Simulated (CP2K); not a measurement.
Set up this calculation in CP2K 2026.2, as the native input.

```
Task                                : work function
Functional                          : PBE
Potentials or basis                 : POTENTIAL_UZH Bi GTH-PBE-q5; TZVP-MOLOPT-PBE-GTH basis
Density cutoff                      : 6123 eV
k mesh                              : 6 × 6 × 1
Occupations                         : fermi-dirac, width 0.05 eV
Spin                                : no spin polarisation
SCF solver                          : diagonalisation with k points
Quickstep method                    : GPW
EPS_DEFAULT                         : 1.0E-10
EPS_SCF                             : 1.0E-6
MAX_SCF                             : 100
SCF_GUESS                           : ATOMIC
k points reduced by the point group : yes
Mesh centred on Gamma               : yes
CHOLESKY                            : OFF
EPS_EIGVAL                          : 1.0E-7
MIXING METHOD                       : BROYDEN_MIXING
MIXING ALPHA                        : 0.2
NBUFFER                             : 8
NGRIDS                              : 5
Basis sets                          : Bi TZVP-MOLOPT-PBE-GTH-q5
Potentials                          : Bi GTH-PBE-q5 of POTENTIAL_UZH
ADDED_MOS                           : [18]
MPI ranks                           : 2
REL_CUTOFF (Ry)                     : 60 Ry
MIXING BETA (1/bohr)                : 1.5 1/bohr
CUTOFF of the grids                 : 450 Ry
```

Bi, a slab with vacuum:

```xyz
6
Lattice="4.5264 0.0000 0.0000 0.0000 4.6584 0.0000 0.0000 0.0000 21.5275" Properties=species:S:1:pos:R:3 pbc="T T T"
Bi    3.3948    0.7320    7.5000
Bi    1.1316    3.0545    7.5155
Bi    3.3948    0.5660   10.7550
Bi    1.1316    2.8885   10.7706
Bi    3.3948    0.3860   14.0119
Bi    1.1316    2.7085   14.0275
```

The cell isn't the ideal one: the (0 0 1) slab of Bi, cut from the database cell, not relaxed.

One way to write it, as run:

bi_workfunction.inp

```
&GLOBAL
  PROJECT bi_workfunction
  RUN_TYPE ENERGY_FORCE
  PRINT_LEVEL LOW
&END GLOBAL
&FORCE_EVAL
  METHOD QS
  &DFT
    BASIS_SET_FILE_NAME BASIS_MOLOPT_UZH
    POTENTIAL_FILE_NAME POTENTIAL_UZH
    &MGRID
      CUTOFF 450
      REL_CUTOFF 60
      NGRIDS 5
    &END MGRID
    &QS
      METHOD GPW
      EPS_DEFAULT 1.0E-10
    &END QS
    &KPOINTS
      SCHEME MONKHORST-PACK 6 6 1
      GAMMA_CENTERED T
      SYMMETRY T
      SYMMETRY_BACKEND SPGLIB
    &END KPOINTS
    &SCF
      SCF_GUESS ATOMIC
      EPS_SCF 1.0E-6
      MAX_SCF 100
      ADDED_MOS 18
      CHOLESKY OFF
      EPS_EIGVAL 1.0E-7
      &DIAGONALIZATION ON
        ALGORITHM STANDARD
      &END DIAGONALIZATION
      &MIXING ON
        METHOD BROYDEN_MIXING
        ALPHA 0.2
        BETA 1.5
        NBUFFER 8
      &END MIXING
      &SMEAR ON
        METHOD FERMI_DIRAC
        ELECTRONIC_TEMPERATURE [K] 580.226
      &END SMEAR
    &END SCF
    &XC
      &XC_FUNCTIONAL
        &GGA_X_PBE
        &END GGA_X_PBE
        &GGA_C_PBE
        &END GGA_C_PBE
      &END XC_FUNCTIONAL
    &END XC
    &PRINT
      &KPOINTS ON
      &END KPOINTS
      &MULLIKEN ON
      &END MULLIKEN
      &MO ON
        ENERGIES T
        OCCUPATION_NUMBERS T
        &EACH
          QS_SCF 0
        &END EACH
        ADD_LAST NUMERIC
      &END MO
      &LOWDIN ON
      &END LOWDIN
      &HIRSHFELD ON
        SHAPE_FUNCTION DENSITY
      &END HIRSHFELD
      &E_DENSITY_CUBE ON
        STRIDE 1
      &END E_DENSITY_CUBE
      &V_HARTREE_CUBE ON
        STRIDE 1
      &END V_HARTREE_CUBE
      &ELF_CUBE ON
        STRIDE 1
      &END ELF_CUBE
    &END PRINT
  &END DFT
  &SUBSYS
    &CELL
      A 4.5263885800 0.0000000000 0.0000000000
      B 0.0000000000 4.6584121839 0.0000000000
      C 0.0000000000 0.0000000000 21.5274874638
      PERIODIC XYZ
    &END CELL
    &COORD
      SCALED
      Bi  0.7500000000 0.1571351754 0.3483917950
      Bi  0.2500000000 0.6556953391 0.3491136348
      Bi  0.7500000000 0.1214990508 0.4995946285
      Bi  0.2500000000 0.6200592145 0.5003164683
      Bi  0.7500000000 0.0828666387 0.6508863652
      Bi  0.2500000000 0.5814268024 0.6516082050
    &END COORD
    &KIND Bi
      BASIS_SET TZVP-MOLOPT-PBE-GTH-q5
      POTENTIAL GTH-PBE-q5
    &END KIND
    &PRINT
      &ATOMIC_COORDINATES ON
      &END ATOMIC_COORDINATES
      &CELL ON
      &END CELL
      &SYMMETRY ON
      &END SYMMETRY
    &END PRINT
  &END SUBSYS
  &PRINT
    &FORCES ON
    &END FORCES
  &END PRINT
&END FORCE_EVAL
```

Potentials or basis: POTENTIAL_UZH Bi GTH-PBE-q5; TZVP-MOLOPT-PBE-GTH basis.

Run with:

```sh
$ OMP_NUM_THREADS=1 mpirun -n 2 cp2k.psmp -i bi_workfunction.inp -o bi_workfunction.out
```

It gave:

The largest force is 0.083 eV/Å, the band gap on the k mesh is none (metal or under the smearing width) and the work function is 4.42 eV. The work function of the upper face is 4.42 eV and the work function of the lower face is 4.42 eV.

Caveat: spin-orbit coupling is left out, which moves the levels of the heavy elements; the basis of atomic orbitals isn't converged, which shifts pressures, moduli and gaps.

Run time: 24 s on 2 MPI ranks on Arm Neoverse V2, with other jobs on the host.
